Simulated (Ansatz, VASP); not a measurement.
# Rh: VASP beside Ansatz

Contents of INCAR:

```
SYSTEM = Rh
  PREC = Accurate
  ENCUT = 520
  EDIFF = 1E-6
  ISMEAR = -1
  SIGMA = 0.05
  LREAL = .False.
  LASPH = .True.
  NELM = 100
  ALGO = Normal
  ISIF = 2
  LWAVE = .False.
  LCHARG = .True.
  GGA = PE
  LELF = .True.
  LVHAR = .True.
  NBANDS = 22
```

File KPOINTS:

```
Automatic mesh
0
Gamma
  11 11 6
  0 0 0
```

POSCAR

```
Rh
1.0
    2.6752291329      0.0000000000      0.0000000000
   -1.3376145665      2.3168163901      0.0000000000
    0.0000000000      0.0000000000      4.3380863070
Rh
2
Direct
    0.3333333333      0.6666666667      0.2500000000
    0.6666666667      0.3333333333      0.7500000000
```

Contents of input.yaml:

```yaml
crystal:
  lattice:
    - [2.6752291329, 0.0, 0.0]
    - [-1.3376145665, 2.3168163901, 0.0]
    - [0.0, 0.0, 4.338086307]
  atoms:
    - { symbol: Rh, position: [0.3333333333, 0.6666666667, 0.25] }
    - { symbol: Rh, position: [0.6666666667, 0.3333333333, 0.75] }
kpoints:
  mp_grid: { grid: [11, 11, 6] }
scf:
  occupations: { method: fermi_dirac, width: 0.05 }
hamiltonian:
  xc: pbe
  pseudopotentials: { kind: all_electron, lapw: { basis_error: 0.0005 } }
output:
  forces: true
  stress: true
  eigenvalues: true
```

Change from the starting cell: volume scaled by 0.94.

Alike in both runs: task single point; functional PBE; k mesh 11 × 11 × 6; occupations fermi-dirac, width 0.05 eV; no spin polarisation.

|  | VASP | Ansatz |
| --- | --- | --- |
| version | VASP 6.6.1 | Ansatz 0.2.0 |
| potentials or method | VASP PAW PBE potentials, release 64 (Rh_pv) | all-electron LAPW, scalar-relativistic |
| plane-wave cutoff (eV) | 520 | see its input |

```tsv
	VASP	Ansatz	Ansatz less VASP
gap on the k mesh at the Fermi level (eV)	none	none	-
pressure (GPa)	13.8	13.7	-0.07
largest component of the traceless stress (GPa)	0.66	0.69	+0.029
```

A gap of «none» marks a metal or a gap that the smearing closes. Ansatz ran all-electron here, so the differences hold the error of VASP's frozen core and of both bases.
